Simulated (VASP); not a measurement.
Set up this calculation in VASP 6.6.1, as the native input.

| Property | Result |
| --- | --- |
| Task | relaxation of cell and atoms |
| Functional | PBEsol |
| Potentials or basis | VASP PAW PBE potentials, release 64 (Ga_d, P) |
| Cutoff | 600 eV |
| k mesh | 8 × 8 × 8 |
| Occupations | gaussian, width 0.03 eV |
| Spin | no spin polarisation |
| Further INCAR settings | ALGO = Normal; EDIFF = 1e-07; IBRION = 2; EDIFFG = -0.005; NSW = 90; ISIF = 3 |

The structure of GaP lies in POSCAR:

```
GaP                                     
1.0
    0.0000000000      2.7184163014      2.7184163014
    2.7184163014      0.0000000000      2.7184163014
    2.7184163014      2.7184163014      0.0000000000
  Ga              P             
     1     1
Direct
     0.0000000000000000    0.0000000000000000    0.0000000000000000
     0.2500000000000000    0.2500000000000000    0.2500000000000000
```

The input as run:

INCAR

```
  ALGO = Normal
  EDIFF = 1E-7
  EDIFFG = -0.005
  ENCUT = 600
  GGA = PS
  IBRION = 2
  ISIF = 3
  ISMEAR = 0
  KPAR = 4
  LASPH = True
  LCHARG = False
  LREAL = False
  LWAVE = False
  NELM = 80
  NSW = 90
  PREC = Accurate
  SIGMA = 0.03
```

KPOINTS

```
k-points
0
Gamma
  8 8 8
```

Potentials or basis: VASP PAW PBE potentials, release 64 (Ga_d, P).

Run with:

```bash
$ cat potpaw_PBE.64/Ga_d/POTCAR potpaw_PBE.64/P/POTCAR > POTCAR
$ mpirun -np 4 vasp_std > vasp.out
```

It gave:

| Item | Value |
| --- | --- |
| Pressure after relaxing | 0.0 GPa |
| Band gap on the k mesh | 1.50 eV, indirect (least direct gap 1.81 eV) |

Caveat: the relaxation stopped at its first step, so nothing moved; the PAW data sets were made with another functional, which shifts forces and pressure a little.

Run time: 11 s on 4 MPI ranks on Intel(R) Xeon(R) Platinum 8488C (Sapphire Rapids), with other jobs on the host, peak memory 0.18 GiB a rank.
